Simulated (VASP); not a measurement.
A run of VASP 6.6.1 is set up as follows.

Contents of INCAR:

```
PREC = Accurate
ENCUT = 520
EDIFF = 1E-6
ISMEAR = -1
SIGMA = 0.05
LREAL = F
LASPH = T
NELM = 100
ALGO = Fast
ISIF = 2
LWAVE = F
LCHARG = T
GGA = PE
LELF = T
LVHAR = T
NBANDS = 22
```

Contents of KPOINTS:

```
regular mesh
0
Gamma
  5 5 7
```

POSCAR

```
Bi
1.0
    3.4885980000     -3.1325780000      0.0000000000
    3.4885980000      3.1325780000      0.0000000000
   -1.2602350000      0.0000000000      3.1135500000
Bi
2
Direct
    0.2454286531      0.2454286531      0.1535347112
    0.7545713708      0.7545713708      1.0131319555
```

Potentials or basis: VASP PAW PBE potentials, release 64 (Bi_d).

The run is started by

```bash
$ cat potpaw_PBE.64/Bi_d/POTCAR > POTCAR
$ mpirun -np 1 vasp_std > vasp.out
```

Question: What does it give for the largest force?

Answer: 0.245 eV/Å.

Question: Predict the pressure.

Answer: 0.5 GPa.

Question: Predict the band gap on the k mesh.

Answer: None (metal or under the smearing width).

Forces on the atoms (eV/Å):
```
Bi  -0.098  0.000  0.224
Bi   0.098  0.000 -0.224
```

Caveat: spin-orbit coupling is left out, which moves the levels of the heavy elements.
